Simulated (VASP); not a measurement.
Given:

```
CELL_PARAMETERS angstrom
      0.00000     2.95800     2.95800
      2.95800     0.00000     2.95800
      2.95800     2.95800     0.00000
ATOMIC_POSITIONS crystal
  Sr 0.98817 0.01183 0.02874
  F  0.25000 0.25000 0.25000
  F  0.75000 0.75000 0.75000
```

These are PBE GGA, VASP's PBE PAW potentials (set 64) (plane waves; VASP) values and carry that method's errors. Run with 520 eV cut-off, 5×5×5 Γ-centred mesh, Gaussian smearing of 0.050 eV, potentials Sr_sv F.

Energy and stress use the plane-wave basis of the starting cell.

Q: The ions, cell shape and volume are relaxed. Give the cell that the relaxation ends in.

A: 
```
CELL_PARAMETERS angstrom
     -0.00066     2.93306     2.93327
      2.93251    -0.00066     2.93327
      2.93185     2.93241     0.00000
ATOMIC_POSITIONS crystal
  Sr 0.99609 0.00391 0.00949
  F  0.24609 0.25402 0.25957
  F  0.74598 0.75391 0.75968
```
Space group Fm-3m (225), at a tolerance of 0.03 Å.

Q: How do energy and volume change from the first to the last step?

A: The energy (σ→0) changes by -11.8 meV/atom and the volume by -2.5 %, in 8 ionic steps.

The compound is SrF2 in the fluorite structure. In the starting cell atoms are displaced from their ideal sites. This run relaxes it. Symmetry was kept, so distortions that lower it aren't found.
